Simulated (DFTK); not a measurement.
Y:

```
Y
1.0
     0.00000    2.55199    2.55199
     2.55199    0.00000    2.55199
     2.55199    2.55199    0.00000
Y
1
Cartesian
  0.0000 0.0000 0.0000
```

This isn't the form of Y at room conditions, which is hcp.

```yaml
Program: DFTK 0.8.2
Task: single point
Functional: PBE
Potentials_or_basis: dojo.nc.sr.pbe.v0_4_1.standard.upf (PBE)
Cutoff: 980 eV
k_mesh: 9 × 9 × 9
Occupations: fermi-dirac, width 0.05 eV
Spin: no spin polarisation
```

On this cell: pressure -0.8 GPa; band gap on the k mesh none (metal or under the smearing width).

The same run follows on a disturbed copy (cell strained at random at fixed volume):

```
CELL_PARAMETERS angstrom
0.02633 2.56043 2.58486
2.55941 0.04610 2.56509
2.57995 2.56119 0.02557
ATOMIC_POSITIONS crystal
Y 0.01034 0.99772 0.00314
```

Task: What does the disturbed cell give?

Result: The energy (extrapolated to zero smearing) moves by +2.2 meV/atom; pressure -0.8 GPa; band gap on the k mesh none (metal or under the smearing width).

Stress tensor (GPa, compression positive):
```
-0.87 -0.55 -0.08
-0.55 -0.68 -0.53
-0.08 -0.53 -0.93
```
